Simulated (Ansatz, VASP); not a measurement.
**Two plane-wave programs on Si**

```
Si
1.0
    -1.75707    1.75707    1.37314
     1.75707   -1.75707    1.37314
     1.75707    1.75707   -1.37314
Si
1
Direct
  0.00000 0.00000 0.00000
```

Change from the starting cell: strain +0.080 along x and y, +0.040 along z, atoms carried along.

Alike in both runs: task single point; functional LDA; k mesh 22 × 22 × 22; occupations gaussian, width 0.15 eV; no spin polarisation.

|  | VASP | Ansatz |
| --- | --- | --- |
| version | VASP 6.6.1 | Ansatz 0.2.0 |
| potentials or method | VASP PAW LDA potentials, release 64 (Si) | scalar-relativistic, plane waves, PAW |
| plane-wave cutoff (eV) | 520 | 420 |
| valence electrons in the cell | 4 | 4 |

Ansatz gave:

- gap on the k mesh at the Fermi level (eV): none
- pressure (GPa): -12.3
- largest component of the traceless stress (GPa): 0.59

Problem. What did VASP give for the same quantities?

Solution. gap on the k mesh at the Fermi level (eV): none; pressure (GPa): -12.3; largest component of the traceless stress (GPa): 0.58.

A gap of «none» marks a metal or a gap that the smearing closes.
